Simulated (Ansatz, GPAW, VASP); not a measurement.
# Al: programs and potentials compared

```
Al
1.0
     0.00000    2.02481    2.02481
     2.02481    0.00000    2.02481
     2.02481    2.02481    0.00000
Al
1
Direct
  0.00000 0.00000 0.00000
```

Alike in all runs: task single point; functional PBE; k mesh 11 × 11 × 11; occupations gaussian, width 0.023 eV; no spin polarisation; no spin-orbit coupling. Pressure is positive in compression and, in plane waves, holds the error of the finite cutoff.

```csv
program and potentials,plane-wave cutoff (eV),notes,pressure (GPa)
"Ansatz, all-electron LAPW, scalar-relativistic",-,-,-0.49
"VASP, PBE PAW files Al, 520 eV",520,-,-0.53
"GPAW, GPAW PAW data sets (gpaw-data 1.2.1)",600,-,-0.36
```

The pressure spans -0.53 (VASP, PBE PAW files Al, 520 eV) to -0.36 GPa (GPAW, GPAW PAW data sets (gpaw-data 1.2.1)), with all-electron results at -0.49.

Differences between rows come from potentials, basis sets and numerical settings, since the functional is the same but for its coding. Runs on potential files found faulty are left out.
